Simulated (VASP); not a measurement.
Data:

```yaml
crystal:
  lattice:
    - [0.00000, 2.52605, 2.52605]
    - [2.52605, 0.00000, 2.52605]
    - [2.52605, 2.52605, 0.00000]
  atoms:
    - { symbol: In, position: [0.00000, 0.00000, 0.00000] }
    - { symbol: N, position: [0.25000, 0.25000, 0.25000] }
```

The numbers are results of PBE GGA, VASP's PBE PAW potentials (set 64) (plane waves; VASP 6.6.1), not measurements. Run with 520 eV cut-off, 11×11×11 Γ-centred mesh, first-order Methfessel-Paxton smearing of 0.10 eV, potentials In_d N.

Unless said otherwise, spin-orbit coupling is left out, though it shifts the bands of the heavy elements here.

Question: Predict the energy per atom (σ→0), band gap (on the k-mesh) with the smallest direct gap where there is one.

Answer: 
```json
{
 "band gap (on the k-mesh)": "none (metal, semimetal or under 0.01 eV)",
 "energy per atom (σ→0)": "-5.343 eV/atom"
}
```

Total energies compare only between runs with the same potentials, cut-off and functional.

The compound is InN in the zinc blende structure, a metastable form; wurtzite is the usual one. It was relaxed first. The start is the result of an earlier pass.
